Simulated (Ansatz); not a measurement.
CuO: iterations to self-consistency

The calculation used DFT r2SCAN, scalar-relativistic, plane waves, PAW (Ansatz).

```yaml
crystal:
  lattice:
    - [1.99097, -2.15355, 0.00000]
    - [1.99097, 2.15355, 0.00000]
    - [0.00000, 0.00000, 5.15593]
  atoms:
    - { symbol: Cu, position: [0.00000, 0.50000, 0.00000] }
    - { symbol: Cu, position: [0.50000, 0.00000, 0.50000] }
    - { symbol: O, position: [0.50000, 0.50000, 0.25000] }
    - { symbol: O, position: [0.50000, 0.50000, 0.75000] }
```

The plane-wave cutoff is 500 eV, the Γ-centred k-mesh is 14×14×8 and the occupation rule is Gaussian smearing, 0.1 eV. The list of starting moments (μB, in atom order) is 0.69 0.69 0.36 0.36. The check for lower electronic states after the SCF is off.

Each run starts from superposed atomic densities and uses the program's default quasi-Newton mixer with a history of 8 with its automatic preconditioner, at most 120 iterations and the default threshold on the density residual; only the mixing step differs.

Problem. Order these values of the mixing step from fewest iterations to most.
A. 0.2
B. 0.4
C. 0.8

Solution. B (19 iterations), C (22 iterations), A (28 iterations).

```tsv
mixing step	iterations	converged	density residual (eV) at iterations 1, 3, 5
0.2	28	yes	28 0.72 1.9
0.4	19	yes	28 1.6 0.076
0.8	22	yes	28 5.7 2.5
```

This form isn't the usual stable structure of the compound.

Cost: 3 runs of about 19 core-minutes in all, on Intel Xeon Processor @ 2.50GHz (Skylake/Cascade Lake) (shared hosts).